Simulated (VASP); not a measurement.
## Cs2SnI6: phonons with PBE

Crystal: Cs2SnI6.

```
Cs Sn I
1.0
     0.00000    6.02171    6.02171
     6.02171    0.00000    6.02171
     6.02171    6.02171    0.00000
Cs Sn I
2 1 6
Direct
  0.25000 0.25000 0.25000
  0.75000 0.75000 0.75000
  0.00000 0.00000 0.00000
  0.75830 0.24170 0.24170
  0.24170 0.75830 0.24170
  0.24170 0.75830 0.75830
  0.75830 0.24170 0.75830
  0.24170 0.24170 0.75830
  0.75830 0.75830 0.24170
```

```
Program                : VASP 6.6.1
Task                   : phonons
Functional             : PBE
Potentials or basis    : VASP PAW PBE potentials, release 64 (Cs_sv, Sn_d, I)
Cutoff                 : 600 eV
k mesh                 : 6 × 6 × 6
Occupations            : gaussian, width 0.03 eV
Spin                   : no spin polarisation
By perturbation theory : no
Further INCAR settings : ALGO = Normal; EDIFF = 1e-08; IBRION = 6; POTIM = 0.015; NSW = 1
```

```yaml
Highest_phonon_frequency_at_Γ_LO-TO_splitting_left_out: 150 cm⁻¹
```

Phonon frequencies in cm⁻¹ (negative: imaginary):
```
              q point                                                                        frequencies
(0.000, 0.000, 0.000)  -4 -4 -4 0 0 0 28 28 28 29 29 29 43 43 43 64 64 64 74 74 74 87 87 113 150 150 150
```

Wall time 45 min on 2 MPI ranks on Intel(R) Xeon(R) 6975P-C (Granite Rapids), with other jobs on the host, peak memory 2.1 GiB a rank.

Spin-orbit coupling is left out, which matters for the levels of Cs, I.
